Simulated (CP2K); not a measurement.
# NaCl: equation of state with LDA

NaCl:

```
CELL_PARAMETERS angstrom
3.95140 0.00000 0.00000
1.97570 3.42201 0.00000
1.97570 1.14067 3.22631
ATOMIC_POSITIONS crystal
Cl 0.50000 0.50000 0.50000
Na 0.00000 0.00000 0.00000
```

The cell is a database's computed one.

| Property | Result |
| --- | --- |
| Program | CP2K 2026.2 |
| Task | equation of state |
| Functional | LDA |
| Potentials or basis | GTH_POTENTIALS Cl GTH-PADE-q7, Na GTH-PADE-q9; TZVP-MOLOPT-PBE-GTH basis |
| Density cutoff | 18368 eV |
| k mesh | 8 × 8 × 8 |
| Occupations | fermi-dirac, width 0.01 eV |
| Spin | no spin polarisation |

| Property | Result |
| --- | --- |
| Equilibrium volume | 20.73 Å³/atom |
| Bulk modulus | 31 GPa |
| Pressure derivative of the bulk modulus | 4.6 |

Energy against volume, from the lowest point:
| volume (Å³/atom) | energy (meV/atom) |
| --- | --- |
| 20.504 | 0.05 |
| 20.940 | 0.00 |
| 21.376 | 1.63 |
| 21.813 | 4.73 |
| 22.249 | 9.15 |
| 22.685 | 14.74 |
| 23.121 | 21.37 |

All runs of the series together: 2.4 min on 2 threads of Arm Neoverse N1 (shared host).

Caveat: the basis of atomic orbitals isn't converged, which shifts pressures, moduli and gaps.
